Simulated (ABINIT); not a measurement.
CuO (Tenorite): single point with PBE

Crystal: CuO (Tenorite).

```
Cu O
1.0
     2.34185   -1.71130    0.00000
     2.34185    1.71130    0.00000
    -0.85003    0.00000    5.05787
Cu O
2 2
Direct
  0.50000 0.00000 0.50000
  0.00000 0.50000 0.00000
  0.41840 0.58160 0.75000
  0.58160 0.41840 0.25000
```

```json
{
 "Program": "ABINIT 10.8.3 (patched build)",
 "Task": "single point",
 "Functional": "PBE",
 "Potentials or basis": "PseudoDojo NC SR PBE v0.4.1 standard",
 "Cutoff": "1252 eV",
 "k mesh": "8 × 8 × 4",
 "Occupations": "fermi-dirac, width 0.05 eV",
 "Spin": "no spin polarisation"
}
```

```yaml
Pressure: 5.5 GPa
Largest_force: 0.288 eV/Å
Band_gap_on_the_k_mesh: none (metal or under the smearing width)
Valence_electrons_inside_the_program's_atomic_spheres: Cu 17.30; O 6.20
```

Forces in eV/Å, atoms in the order of the input:
```
Cu   0.000  0.000  0.000
Cu   0.000  0.000  0.000
O    0.000 -0.288  0.000
O    0.000  0.288  0.000
```

Stress tensor (GPa, compression positive):
```
 5.18  0.00 -1.00
 0.00  6.88  0.00
-1.00  0.00  4.54
```

Levels at points of the mesh, in eV from the Fermi level:
```tsv
k point	band 23	band 24	band 25	band 26	band 27	band 28
(0.00, 0.00, 0.00)	-2.09	-1.60	0.20	0.92	1.68	5.98
(0.50, 0.00, 0.00)	-1.49	-1.35	-0.02	0.23	4.80	6.25
(0.50, 0.50, 0.00)	-1.65	-1.15	-0.62	1.04	3.28	7.03
(0.00, 0.00, 0.50)	-1.49	-1.49	0.22	0.22	3.88	3.88
(0.50, 0.00, 0.50)	-1.66	-1.54	-0.09	0.73	5.05	6.47
(0.50, 0.50, 0.50)	-1.25	-1.25	-0.43	-0.43	5.16	5.16
```

It took 9.8 min on 1 thread of Intel(R) Xeon(R) Processor @ 2.70GHz, with other jobs on the host, peak memory 0.21 GiB.

Caveat: the run has no spin polarisation, though such a crystal can be magnetic; semilocal functionals often make such compounds metallic where correlation or magnetic order opens a gap, which also shifts bond lengths. With open d or f shells a metallic result of PBE can be an artefact of self-interaction; +U or a hybrid may open a gap.
